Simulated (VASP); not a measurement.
# Vibrations of BN (Qingsongite): a test of the settings

How far do the zone-centre frequencies of BN (Qingsongite) depend on the numerical settings? The starting structure is a measured crystal structure from the Crystallography Open Database.

Method: Kohn-Sham DFT with plane waves and PAW; LDA, in VASP 6.6.1.

## (1) Starting point

The structure is cubic, space group F-43m (No. 216). The conventional cell has a = 3.615 Å, b = 3.615 Å, c = 3.615 Å, α = 90.00°, β = 90.00°, γ = 90.00°. Nearest to N lie 4 B at 1.57 Å. Nearest to B lie 4 N at 1.57 Å. Farther neighbours and most contacts between anions are not listed.

Structure file:

```cif
data_structure
_symmetry_space_group_name_H-M 'F-43m'
_symmetry_Int_Tables_number 216
_cell_length_a 3.6150
_cell_length_b 3.6150
_cell_length_c 3.6150
_cell_angle_alpha 90.000
_cell_angle_beta 90.000
_cell_angle_gamma 90.000
_cell_volume 47.24
loop_
_atom_site_label
_atom_site_type_symbol
_atom_site_symmetry_multiplicity
_atom_site_Wyckoff_symbol
_atom_site_fract_x
_atom_site_fract_y
_atom_site_fract_z
_atom_site_occupancy
N1 N 4 c 0.25000 0.25000 0.25000 1
B1 B 4 a 0.00000 0.00000 0.00000 1
```

## (2) Reference modes

The cell comes from a relaxation at this level, not shown (11.50 Å³).

INCAR reads:

```
SYSTEM = BN
PREC = Accurate
ENCUT = 520
EDIFF = 1E-08
NELM = 100
ISMEAR = 0
SIGMA = 0.03
LREAL = .FALSE.
ALGO = Normal
GGA = CA
NBANDS = 10
LORBIT = 11
LWAVE = .FALSE.
LCHARG = .FALSE.
KPAR = 2
IBRION = 8
LEPSILON = .TRUE.
ISIF = 2
```

POSCAR reads:

```
BN
1.0
    0.0000000000      1.7917290351      1.7917290351
    1.7917290351      0.0000000000      1.7917290351
    1.7917290351      1.7917290351      0.0000000000
N B
1 1
Direct
    0.7500000000      0.7500000000      0.7500000000
    0.0000000000      0.0000000000      0.0000000000
```

KPOINTS reads:

```
Automatic mesh
0
Gamma
14 14 14
0 0 0
```

Potentials, in the order of the species: N and B (LDA family, release 64).

Run with:

```sh
$ mpirun -np 2 vasp_std
```

Log:

```text
[banner, memory and clock lines left out]
running    2 mpi-ranks, on    1 nodes
 distrk:  each k-point on    1 cores,    2 groups
 distr:  one band on    1 cores,    1 groups

 POSCAR found type information on POSCAR N B
 POSCAR found :  2 types and       2 ions
 LDA part: xc-table for (Slater(with rela. corr.)+CA(PZ))
 , standard interpolation
 POSCAR, INCAR and KPOINTS ok, starting setup
 FFT: planning ... GRIDC
 FFT: planning ... GRID_SOFT
 FFT: planning ... GRID
 WAVECAR not read
 entering main loop
       N       E                     dE             d eps       ncg     rms          rms(c)
DAV:   1     0.709457797878E+01    0.70946E+01   -0.49345E+03  2104   0.783E+02
DAV:   2    -0.201931663674E+02   -0.27288E+02   -0.26258E+02  2510   0.155E+02
DAV:   3    -0.205931484497E+02   -0.39998E+00   -0.39935E+00  2404   0.165E+01
DAV:   4    -0.205936123176E+02   -0.46387E-03   -0.46386E-03  2272   0.670E-01
DAV:   5    -0.205936127645E+02   -0.44688E-06   -0.44690E-06  2370   0.206E-02    0.665E+00
DAV:   6    -0.195646856005E+02    0.10289E+01   -0.33327E+00  2108   0.113E+01    0.317E+00
DAV:   7    -0.194465274887E+02    0.11816E+00   -0.96138E-02  2308   0.264E+00    0.180E+00
DAV:   8    -0.194141096905E+02    0.32418E-01   -0.50426E-02  2334   0.161E+00    0.187E-01
DAV:   9    -0.194139541446E+02    0.15555E-03   -0.86495E-04  2250   0.276E-01    0.827E-02
DAV:  10    -0.194139385634E+02    0.15581E-04   -0.43302E-05  2346   0.668E-02    0.139E-02
DAV:  11    -0.194139390385E+02   -0.47503E-06   -0.16984E-06  2322   0.939E-03    0.612E-03
DAV:  12    -0.194139389717E+02    0.66750E-07   -0.48617E-07  2286   0.434E-03    0.224E-04
DAV:  13    -0.194139389728E+02   -0.10505E-08   -0.76826E-09  1320   0.887E-04
   1 F= -.19413939E+02 E0= -.19413939E+02  d E =-.800194E-17
 Linear response reoptimize wavefunctions to high precision
DAV:   1    -0.194139389729E+02   -0.94360E-10   -0.18924E-10  1454   0.159E-04
 Linear response G [H, r] |phi>, progress :
  Direction:   1
       N       E                     dE             d eps       ncg     rms
RMM:   1    -0.372591237460E+02   -0.37259E+02   -0.29414E+01  4774   0.502E+01
RMM:   2    -0.320669979636E+02    0.51921E+01   -0.11840E+00  3317   0.862E+00
RMM:   3    -0.320465608943E+02    0.20437E-01   -0.14922E-02  3521   0.338E-01
RMM:   4    -0.320453307224E+02    0.12302E-02   -0.93751E-04  3706   0.195E-02
RMM:   5    -0.320452422789E+02    0.88443E-04   -0.46527E-05  3591   0.150E-03
RMM:   6    -0.320452376776E+02    0.46013E-05   -0.45637E-07  3031   0.320E-04
RMM:   7    -0.320452376497E+02    0.27827E-07   -0.40621E-07  2555   0.243E-04
RMM:   8    -0.320452376510E+02   -0.12700E-08   -0.42283E-07  2588   0.243E-04
RMM:   9    -0.320452376524E+02   -0.13575E-08   -0.43508E-07  2470   0.243E-04
RMM:  10    -0.320452376522E+02    0.18206E-09   -0.44882E-07  2201   0.243E-04
 Linear response G [H, r] |phi>, progress :
  Direction:   2
       N       E                     dE             d eps       ncg     rms
RMM:   1    -0.345934363594E+02   -0.34593E+02   -0.20550E+01  4809   0.477E+01
RMM:   2    -0.326485680874E+02    0.19449E+01   -0.84550E-01  3307   0.725E+00
RMM:   3    -0.326286052695E+02    0.19963E-01   -0.14251E-02  3545   0.285E-01
RMM:   4    -0.326273835209E+02    0.12217E-02   -0.93492E-04  3753   0.166E-02
RMM:   5    -0.326272951867E+02    0.88334E-04   -0.47074E-05  3602   0.139E-03
RMM:   6    -0.326272905899E+02    0.45968E-05   -0.10698E-06  3062   0.379E-04
RMM:   7    -0.326272905618E+02    0.28012E-07   -0.66811E-07  2630   0.316E-04
RMM:   8    -0.326272905636E+02   -0.18004E-08   -0.60889E-07  2728   0.315E-04
RMM:   9    -0.326272905639E+02   -0.21370E-09   -0.58342E-07  2659   0.315E-04
RMM:  10    -0.326272905679E+02   -0.40434E-08   -0.30953E-07  2335   0.315E-04
 Linear response G [H, r] |phi>, progress :
  Direction:   3
       N       E                     dE             d eps       ncg     rms
RMM:   1    -0.252917308078E+02   -0.25292E+02    0.74462E+01  4516   0.505E+01
RMM:   2    -0.237546266891E+02    0.15371E+01   -0.92821E-01  3292   0.825E+00
RMM:   3    -0.237540435577E+02    0.58313E-03   -0.26674E-03  3546   0.353E-01
RMM:   4    -0.237540149647E+02    0.28593E-04   -0.91021E-06  3682   0.224E-02
RMM:   5    -0.237540150593E+02   -0.94584E-07   -0.13652E-07  3535   0.185E-03
RMM:   6    -0.237540150791E+02   -0.19799E-07   -0.21614E-07  2991   0.322E-04
RMM:   7    -0.237540150781E+02    0.99760E-09   -0.96974E-08  2533   0.210E-04
 Linear response to external field (no local field effect), progress :
  Direction:   1
       N       E                     dE             d eps       ncg     rms          rms(c)
RMM:   1    -0.139620056495E+00   -0.13962E+00   -0.43082E-01  4713   0.198E+00
RMM:   2    -0.140039346366E+00   -0.41929E-03   -0.30550E-04  3361   0.138E-01
RMM:   3    -0.140039974355E+00   -0.62799E-06   -0.40546E-07  3427   0.456E-03
RMM:   4    -0.140039974900E+00   -0.54532E-09   -0.15541E-09  3083   0.203E-04
 change of polarisation eV/A/(eV/A) component  1 :     0.280     0.118     0.031
 dielectric tensor                  component  1 :     5.406     1.864     0.493
 Linear response to external field (no local field effect), progress :
  Direction:   2
       N       E                     dE             d eps       ncg     rms          rms(c)
[...]
RMM:   3    -0.752837887319E-01   -0.48686E-06   -0.24038E-07  3386   0.384E-03
RMM:   4    -0.752837898240E-01   -0.10921E-08   -0.69175E-10  3091   0.180E-04
 change of polarisation eV/A/(eV/A) component  3 :     0.031    -0.040     0.151
 dielectric tensor                  component  3 :     0.493    -0.634     3.368
 Linear response to external field, progress :
  Direction:   1
       N       E                     dE             d eps       ncg     rms          rms(c)
RMM:   1    -0.117887525098E+00   -0.11789E+00   -0.35261E-01 19348   0.183E+00
RMM:   2    -0.118259753588E+00   -0.37223E-03   -0.26065E-04 13860   0.129E-01    0.576E-01
RMM:   3    -0.115979295792E+00    0.22805E-02   -0.95219E-04 13590   0.238E-01    0.337E-01
RMM:   4    -0.119688678068E+00   -0.37094E-02   -0.13981E-03 14004   0.289E-01    0.369E-02
RMM:   5    -0.120148986369E+00   -0.46031E-03   -0.14882E-05 14228   0.310E-02    0.415E-03
RMM:   6    -0.120162818159E+00   -0.13832E-04   -0.23197E-08 14426   0.166E-03    0.219E-03
RMM:   7    -0.120171687308E+00   -0.88691E-05   -0.74974E-09 14342   0.829E-04    0.954E-05
RMM:   8    -0.120171878145E+00   -0.19084E-06   -0.49548E-10  8394   0.375E-05    0.256E-05
RMM:   9    -0.120171867790E+00    0.10355E-07   -0.74041E-10  7620   0.443E-05    0.218E-06
 change of polarisation eV/A/(eV/A) component  1 :     0.227     0.040     0.024
 dielectric tensor                  component  1 :     4.566     0.623     0.376
 Linear response to external field, progress :
  Direction:   2
       N       E                     dE             d eps       ncg     rms          rms(c)
RMM:   1    -0.117887238166E+00   -0.11789E+00   -0.35260E-01 19348   0.183E+00
RMM:   2    -0.118259747189E+00   -0.37251E-03   -0.26257E-04 13863   0.129E-01    0.576E-01
RMM:   3    -0.115979332022E+00    0.22804E-02   -0.95285E-04 13585   0.238E-01    0.337E-01
RMM:   4    -0.119688838406E+00   -0.37095E-02   -0.13993E-03 14003   0.289E-01    0.369E-02
RMM:   5    -0.120149084998E+00   -0.46025E-03   -0.14897E-05 14230   0.310E-02    0.415E-03
RMM:   6    -0.120162940609E+00   -0.13856E-04   -0.23683E-08 14432   0.166E-03    0.219E-03
RMM:   7    -0.120171803224E+00   -0.88626E-05   -0.71097E-09 14349   0.830E-04    0.944E-05
RMM:   8    -0.120171986157E+00   -0.18293E-06   -0.15876E-10  8247   0.371E-05    0.281E-05
RMM:   9    -0.120171986563E+00   -0.40592E-09   -0.52132E-10  7821   0.465E-05    0.254E-06
 change of polarisation eV/A/(eV/A) component  2 :     0.026     0.227     0.028
 dielectric tensor                  component  2 :     0.403     4.566     0.441
 Linear response to external field, progress :
  Direction:   3
       N       E                     dE             d eps       ncg     rms          rms(c)
RMM:   1    -0.117887244996E+00   -0.11789E+00   -0.35260E-01 19348   0.183E+00
RMM:   2    -0.118259749591E+00   -0.37250E-03   -0.26080E-04 13860   0.129E-01    0.576E-01
RMM:   3    -0.115979317523E+00    0.22804E-02   -0.95223E-04 13590   0.238E-01    0.337E-01
RMM:   4    -0.119688800269E+00   -0.37095E-02   -0.13982E-03 14004   0.289E-01    0.369E-02
RMM:   5    -0.120149093012E+00   -0.46029E-03   -0.14883E-05 14228   0.310E-02    0.415E-03
RMM:   6    -0.120162937376E+00   -0.13844E-04   -0.23445E-08 14431   0.166E-03    0.219E-03
RMM:   7    -0.120171802359E+00   -0.88650E-05   -0.74862E-09 14352   0.829E-04    0.946E-05
RMM:   8    -0.120171985712E+00   -0.18335E-06   -0.39139E-10  8256   0.361E-05    0.279E-05
RMM:   9    -0.120171985151E+00    0.56047E-09   -0.76336E-10  7790   0.453E-05    0.253E-06
 change of polarisation eV/A/(eV/A) component  3 :     0.022     0.041     0.227
 dielectric tensor                  component  3 :     0.346     0.652     4.566
 Linear response DOF=           2
 Linear response progress:
  Degree of freedom:   1/  2
       N       E                     dE             d eps       ncg     rms          rms(c)
RMM:   1    -0.229580465990E+00   -0.22958E+00    0.10799E-01 17341   0.331E+00
RMM:   2    -0.224052459698E+00    0.55280E-02   -0.21328E-03 13236   0.430E-01    0.231E-01
RMM:   3    -0.225021055376E+00   -0.96860E-03   -0.42579E-04 12772   0.160E-01    0.125E-01
RMM:   4    -0.227058655706E+00   -0.20376E-02   -0.39580E-04 12377   0.156E-01    0.232E-02
RMM:   5    -0.227115646118E+00   -0.56990E-04   -0.84621E-06 14212   0.227E-02    0.874E-04
RMM:   6    -0.227123522576E+00   -0.78765E-05   -0.10224E-06 13991   0.111E-03    0.403E-04
RMM:   7    -0.227121576566E+00    0.19460E-05   -0.11967E-06 14359   0.380E-04    0.462E-05
RMM:   8    -0.227121383353E+00    0.19321E-06   -0.97610E-07 14252   0.369E-05    0.197E-05
RMM:   9    -0.227121320979E+00    0.62374E-07   -0.98427E-07 14716   0.330E-05    0.938E-07
RMM:  10    -0.227121320067E+00    0.91205E-09   -0.98538E-07 10829   0.196E-05    0.430E-07
RMM:  11    -0.227121321976E+00   -0.19090E-08   -0.10521E-06  9603   0.197E-05    0.205E-08
 first order change of Fermi-energy   0.14742E-03
 force on displaced ion       1 direction 1 : -25.541  -0.000  -0.000
 Born effective charge ion    1 direction 1 :  -1.874   0.000   0.000
 Linear response progress:
  Degree of freedom:   2/  2
       N       E                     dE             d eps       ncg     rms          rms(c)
RMM:   1    -0.418428033029E-01   -0.41843E-01   -0.24938E-02 21772   0.134E+00
RMM:   2    -0.362219292589E-01    0.56209E-02    0.63162E-04 13182   0.239E-01    0.148E-01
RMM:   3    -0.362866759304E-01   -0.64747E-04    0.11748E-04 13675   0.783E-02    0.829E-02
RMM:   4    -0.365835493152E-01   -0.29687E-03   -0.31116E-05 13667   0.892E-02    0.763E-03
RMM:   5    -0.365826651168E-01    0.88420E-06    0.26734E-05 14075   0.719E-03    0.111E-03
RMM:   6    -0.365829985306E-01   -0.33341E-06    0.21712E-06 14081   0.517E-04    0.413E-04
RMM:   7    -0.365809599282E-01    0.20386E-05   -0.21140E-07 14258   0.389E-04    0.440E-05
RMM:   8    -0.365810036592E-01   -0.43731E-07    0.11059E-07 14310   0.319E-05    0.102E-05
RMM:   9    -0.365809440301E-01    0.59629E-07    0.18341E-07 14532   0.160E-05    0.858E-07
RMM:  10    -0.365809480271E-01   -0.39970E-08    0.13953E-07  9463   0.898E-06    0.345E-07
RMM:  11    -0.365809338540E-01    0.14173E-07    0.23216E-07  7691   0.899E-06    0.139E-08
 first order change of Fermi-energy  -0.46223E-05
 force on displaced ion       2 direction 1 : -25.553  -0.000  -0.000
 Born effective charge ion    2 direction 1 :   1.874   0.000   0.000
 Born effective charges drift removed
 Linear response finished
```

Elapsed: 93 s, on 2 MPI ranks of Intel Xeon 6975P-C (Granite Rapids), shared host; peak memory 0.45 GiB; 3.1 min of CPU time.

Lines that name or quote the potential files are left out of all logs, and their timing lines are given in words.

OUTCAR, selected parts (step 2):

```text
ion  position               nearest neighbor table
   1  0.750  0.750  0.750-   2 1.55   2 1.55   2 1.55   2 1.55
   2  0.000  0.000  0.000-   1 1.55   1 1.55   1 1.55   1 1.55

  LATTYP: Found a face centered cubic cell.
 ALAT       =     3.5834580702

 Subroutine GETGRP returns: Found 24 space group operations
 (whereof 24 operations were pure point group operations)

The static configuration has the point symmetry T_d .

 Found    104 irreducible k-points:

   k-points           NKPTS =    104   k-points in BZ     NKDIM =    104   number of bands    NBANDS=     10

   dimension x,y,z NGX =    20 NGY =   20 NGZ =   20
   dimension x,y,z NGXF=    40 NGYF=   40 NGZF=   40

   ENCUT  =  520.0 eV  38.22 Ry    6.18 a.u.   4.71  4.71  4.71*2*pi/ulx,y,z

   NELECT =       8.0000    total number of electrons

 k-points in reciprocal lattice and weights: Automatic mesh
   0.00000000  0.00000000  0.00000000       0.000
   0.07142857  0.00000000  0.00000000       0.003
   0.14285714  0.00000000  0.00000000       0.003
   0.21428571  0.00000000  0.00000000       0.003
   0.28571429  0.00000000  0.00000000       0.003
   0.35714286  0.00000000  0.00000000       0.003
   0.42857143  0.00000000  0.00000000       0.003
   0.50000000  0.00000000  0.00000000       0.001
   0.07142857  0.07142857  0.00000000       0.002
[...]
-0.28571429  0.42857143  0.21428571       0.009
  -0.28571429  0.50000000  0.21428571       0.004

 average (electrostatic) potential at core
       1 -59.8012       2 -29.2063

  Total        0.0001675      0.0001675      0.0001675      0.0000000      0.0000000      0.0000000
  in kB        0.0233286      0.0233286      0.0233286      0.0000000      0.0000000      0.0000000
  external PRESSURE =       0.0233286 kB  Pullay stress =       0.0000000 kB

  energy-cutoff  :      520.00
  volume of cell :       11.50
      direct lattice vectors                 reciprocal lattice vectors
     0.000000000  1.791729035  1.791729035    -0.279060053  0.279060053  0.279060053
     1.791729035  0.000000000  1.791729035     0.279060053 -0.279060053  0.279060053
     1.791729035  1.791729035  0.000000000     0.279060053  0.279060053 -0.279060053

 POSITION                                       TOTAL-FORCE (eV/Angst)
 -----------------------------------------------------------------------------------
      2.68759      2.68759      2.68759        -0.000000     -0.000000     -0.000000
      0.00000      0.00000      0.00000         0.000000      0.000000      0.000000
 -----------------------------------------------------------------------------------
    total drift:                                0.000000      0.000000      0.000000

 MACROSCOPIC STATIC DIELECTRIC TENSOR (including local field effects in DFT)
 ------------------------------------------------------
           4.565941     0.000000     0.000000
           0.000000     4.565941    -0.000000
          -0.000000     0.000000     4.565941
 ------------------------------------------------------

 PIEZOELECTRIC TENSOR (including local field effects)  for field in x, y, z        (C/m^2)
          XX          YY          ZZ          XY          YZ          ZX
  --------------------------------------------------------------------------------
  x    -0.00000    -0.00000    -0.00000     0.00000     1.02920     0.00000
  y     0.00000     0.00000     0.00000     0.00000     0.00000     1.02920
  z    -0.00000    -0.00000     0.00000     1.02920     0.00000     0.00000

 BORN EFFECTIVE CHARGES (including local field effects) (in |e|, cummulative output)
 ---------------------------------------------------------------------------------
 ion    1
    1    -1.87404     0.00000     0.00000
    2     0.00000    -1.87404     0.00000
    3     0.00000     0.00000    -1.87404
 ion    2
    1     1.87404     0.00000     0.00000
    2     0.00000     1.87404     0.00000
    3     0.00000     0.00000     1.87404

 Eigenvectors and eigenvalues of the dynamical matrix
 ----------------------------------------------------

   1 f  =   31.992379 THz   201.014045 2PiTHz 1067.150891 cm-1   132.309788 meV
             X         Y         Z           dx          dy          dz
      2.687594  2.687594  2.687594     0.000000    0.660004    0.000000
      0.000000  0.000000  0.000000     0.000000   -0.751262    0.000000

   2 f  =   31.992379 THz   201.014045 2PiTHz 1067.150891 cm-1   132.309788 meV
             X         Y         Z           dx          dy          dz
      2.687594  2.687594  2.687594    -0.660004    0.000000    0.000000
      0.000000  0.000000  0.000000     0.751262    0.000000    0.000000

   3 f  =   31.992379 THz   201.014045 2PiTHz 1067.150891 cm-1   132.309788 meV
             X         Y         Z           dx          dy          dz
      2.687594  2.687594  2.687594     0.000000    0.000000   -0.660004
      0.000000  0.000000  0.000000     0.000000    0.000000    0.751262

   4 f/i=    0.003583 THz     0.022512 2PiTHz    0.119511 cm-1     0.014817 meV
             X         Y         Z           dx          dy          dz
      2.687594  2.687594  2.687594     0.751262    0.000000    0.000000
      0.000000  0.000000  0.000000     0.660004    0.000000    0.000000

   5 f/i=    0.003583 THz     0.022512 2PiTHz    0.119511 cm-1     0.014817 meV
             X         Y         Z           dx          dy          dz
      2.687594  2.687594  2.687594     0.000000   -0.751262    0.000000
      0.000000  0.000000  0.000000     0.000000   -0.660004    0.000000

   6 f/i=    0.003583 THz     0.022512 2PiTHz    0.119511 cm-1     0.014817 meV
             X         Y         Z           dx          dy          dz
      2.687594  2.687594  2.687594     0.000000    0.000000    0.751262
      0.000000  0.000000  0.000000     0.000000    0.000000    0.660004

 MACROSCOPIC STATIC DIELECTRIC TENSOR IONIC CONTRIBUTION
 ------------------------------------------------------
           2.162402     0.000000     0.000000
           0.000000     2.162402     0.000000
           0.000000     0.000000     2.162402
 ------------------------------------------------------

 ELASTIC MODULI CONTR FROM IONIC RELAXATION (kBar)
 Direction    XX          YY          ZZ          XY          YZ          ZX
 --------------------------------------------------------------------------------
 XX          -0.0000     -0.0000      0.0000      0.0000     -0.0000      0.0000
 YY          -0.0000     -0.0000     -0.0000      0.0000      0.0000      0.0000
 ZZ           0.0000     -0.0000     -0.0000     -0.0000      0.0000      0.0000
 XY           0.0000      0.0000     -0.0000    -39.4235     -0.0000     -0.0000
 YZ          -0.0000      0.0000      0.0000     -0.0000    -39.4235     -0.0000
 ZX           0.0000      0.0000      0.0000     -0.0000     -0.0000    -39.4235
 --------------------------------------------------------------------------------

 PIEZOELECTRIC TENSOR IONIC CONTR  for field in x, y, z        (C/m^2)
          XX          YY          ZZ          XY          YZ          ZX
  --------------------------------------------------------------------------------
  x    -0.00000     0.00000     0.00000    -0.00000    -0.27474    -0.00000
  y     0.00000     0.00000     0.00000    -0.00000    -0.00000    -0.27474
  z     0.00000     0.00000    -0.00000    -0.27474    -0.00000    -0.00000
```

Energies printed during the response cycles are not total energies of the cell.

Reference: the zone-centre mode is T2 1067.2 cm⁻¹.

(Part 1 of 2 ends here.)

[Lines on the potential files, build, host, timing and source positions are cut from VASP's logs without a mark.]

[Logs are printed without paths, hosts, clocks, repeated set-up lines and the standing remarks that a program may print on its own settings, such as how far it seeks lower states.]

[Hosts, paths, dates, database ids (printed as entryN), source tags and the programs' standing remarks are cut or masked in the printed files.]
